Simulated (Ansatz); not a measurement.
Runs of Ansatz 0.2.0 on Pd. It takes space group Fm-3m (No. 225, cubic). Conventional cell: a = 3.893 Å, b = 3.893 Å, c = 3.893 Å, α = 90.00°, β = 90.00°, γ = 90.00°. Pd (site symmetry m-3m) has 12 Pd at 2.75 Å as nearest neighbours. 

| task | level | spin | cell | k mesh | points for each segment of the path | gap on the mesh (eV) | pressure (GPa) | relaxed volume (Å³/atom) |
| --- | --- | --- | --- | --- | --- | --- | --- | --- |
| band structure | PBEsol | off | as given | 12 × 12 × 12 | 14 | none | -2.9 | - |
| band structure | LDA | off | as given | 12 × 12 × 12 | 14 | none | -8.7 | - |
| band structure | LDA | SOC, no magnetisation | as given | 9 × 9 × 9 | 14 | none | (a) | - |
| relaxation of cell and atoms | LDA | off | relaxed | 12 × 12 × 12 | - | none | 0.0 | (b) |
| relaxation of cell and atoms | PBEsol | off | relaxed | 12 × 12 × 12 | - | none | 0.0 | 14.53 |

Alike in all rows: potentials or basis Ansatz PAW; cutoff (eV) 420; smearing fermi-dirac 0.05 eV.

**Question.** Fill in the values left out.

**Answer.** (a) -8.6; (b) 14.13.

Caveats: the PAW data sets come from PBE, with cores solved anew for the run's functional, which leaves a small shift of forces and pressure; the plane-wave basis is chosen anew once the cell has moved, so the energies of steps on either side of that aren't comparable (some runs).

A k mesh can miss the band edges, and rows without SOC leave out spin-orbit coupling on Pd.

A gap of «none» marks a metal or a gap under the smearing width.

Runs at the PBE level aren't shown here.
